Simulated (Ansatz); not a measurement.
## Ag: how the axes shrink under pressure

Ag, P6_3/mmc, a = 2.867 Å, c = 4.691 Å. This isn't the element's structure at ambient conditions. Ansatz: PBEsol, PAW, 420 eV, Γ-centred 18×18×10 mesh on 2 atoms, Gaussian smearing 0.10 eV; no spin polarisation. Cell and atoms are relaxed at each pressure, and no other structure is tried, so the rows at high pressure may lie past a change of phase. y = 100 ln(c/c0) with c0 = 4.6908 Å, so nearly a change in per cent. The pressures are the targets, met within 0.03 GPa.

```tsv
P (GPa)	y	100 ln(a/a0)
-1.0	?	?
0.0	0.00	0.00
1.0	-0.27	-0.27
4.0	-1.04	-1.03
12.0	-2.74	-2.70
25.0	-4.80	-4.72
50.0	-7.56	-7.50
90.0	-10.53	-10.54
```

Task: Fit y = c1 P + c2 P² to the other rows, give the linear compressibility along c, and predict the missing y.

Result: Least squares on the rows shown. y = −0.2111 P + 0.001057 P². The linear compressibility along c is −c1/100 = 2.11 per TPa, against 2.08 along a from the same fit to the last column (its missing entry is 0.29): the crystal is about as stiff along both at low pressure. The runs next to zero pressure give 2.86 and 2.83, so a parabola over the whole range misstates the start. With a term in P³ added, the coefficient of P becomes -0.2561, 21 % more, which shows how far this figure hangs on the form. At P = -1.0 the fit asked for gives 0.21. The run gave 0.30, so the fit is 0.09 too low, within the rms miss on the fitted rows (0.24): the form describes this series only roughly.